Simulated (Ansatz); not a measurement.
# As: the cost of one run

Method: DFT PBE, scalar-relativistic, plane waves, PAW, in Ansatz 0.2.0.

**1. The structure to begin with**

Symmetry: C2/c, No. 15, monoclinic system. Conventional cell: a = 5.436 Å, b = 5.645 Å, c = 6.245 Å, α = 90.00°, β = 99.08°, γ = 90.00°. As (site symmetry 1) has 1 As at 2.08 Å as nearest neighbours. As (site symmetry -1) has 6 As at 2.40 to 2.48 Å as nearest neighbours.

Coordinates:

```
CELL_PARAMETERS angstrom
2.71824 -2.82255 0.00000
2.71824 2.82255 0.00000
-0.98569 0.00000 6.16633
ATOMIC_POSITIONS crystal
As 0.15843 0.45266 0.37806
As 0.54734 0.84157 0.12194
As 0.84157 0.54734 0.62194
As 0.45266 0.15843 0.87806
As 0.00000 0.50000 0.00000
As 0.50000 0.00000 0.50000
```

A structure generator made this guess: 4-, 6-connected net of one element (C2/c, No. 15). Lengths come from tabulated atomic sizes and are only a guess.

**2. Probe: one point on a coarse mesh**

input.yaml reads:

```yaml
crystal:
  lattice:
    - [2.71824323, -2.82254972, 0.0]
    - [2.71824323, 2.82254972, 0.0]
    - [-0.98568519, 0.0, 6.166329]
  atoms:
    - { symbol: As, position: [0.15842726, 0.45266456, 0.37805889] }
    - { symbol: As, position: [0.54733544, 0.84157274, 0.12194111] }
    - { symbol: As, position: [0.84157274, 0.54733544, 0.62194111] }
    - { symbol: As, position: [0.45266456, 0.15842726, 0.87805889] }
    - { symbol: As, position: [0.0, 0.5, 0.0] }
    - { symbol: As, position: [0.5, 0.0, 0.5] }
basis:
  ecutwfc: 420
kpoints:
  mp_grid: { grid: [4, 4, 4] }
hamiltonian:
  xc: pbe
scf:
  occupations: { method: gaussian, width: 0.1 }
  lower_state_search: "off"
output:
  forces: true
  stress: true
  eigenvalues: true
```

The run is started by

```bash
> ansatz run input.yaml --threads 1 --pin off --max-ram 2560MiB --backend cpu --events-out ev --progress --plain --runs-dir out
```

**Question.** How long does this run take on 1 thread of Arm Neoverse N1, shared host, and how much memory does it need?

About 14 s, with a peak of 0.38 GiB.
